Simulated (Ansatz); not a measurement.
Runs of Ansatz 0.2.0 on CoO. Symmetry: I4/mmm, No. 139, tetragonal system. Conventional cell: a = 3.016 Å, b = 3.016 Å, c = 4.214 Å, α = 90.00°, β = 90.00°, γ = 90.00°. Around Co (site symmetry 4/mmm) lie 6 O at 2.11 to 2.13 Å. Around O (site symmetry 4/mmm) lie 6 Co at 2.11 to 2.13 Å. 

| level | U | hubbard projectors | double counting | gap on the mesh (eV) | pressure (GPa) | moment (μB) | relaxed volume (Å³/atom) |
| --- | --- | --- | --- | --- | --- | --- | --- |
| PBE | - | - | - | none | 0.0 | 2.92 | 9.58 |
| PBE+U | Co d U = 1 eV | ortho-atomic (the default) | fll (the default) | none | 0.0 | 2.99 | 9.92 |
| PBE+U | Co d U = 4 eV | ortho-atomic (the default) | fll (the default) | 1.23 | 0.0 | 3.00 | 10.17 |
| PBE+U | Co d U = 2 eV | ortho-atomic (the default) | fll (the default) | (a) | 0.0 | 3.00 | (b) |
| PBE+U | Co d U = 3 eV | ortho-atomic (the default) | fll (the default) | 1.13 | 0.0 | 3.00 | 10.10 |

Alike in all rows: task relaxation of cell and atoms; potentials or basis Ansatz PAW; spin collinear, ferromagnetic start; cell relaxed; k mesh 12 × 12 × 12; cutoff (eV) 420; smearing fermi-dirac 0.05 eV.

Problem. Estimate the missing entries.

Solution. (a) 0.66; (b) 10.02.

Caveats: the plane-wave basis is chosen anew once the cell has moved, so the energies of steps on either side of that aren't comparable; a cell with one magnetic atom can't hold antiferromagnetic order, which such compounds often take; the magnetic or orbital state may not be the lowest (some runs); semilocal functionals often make such compounds metallic where correlation or magnetic order opens a gap, which also shifts bond lengths (some runs).

A k mesh can miss the band edges.

A gap of «none» marks a metal or a gap under the smearing width.
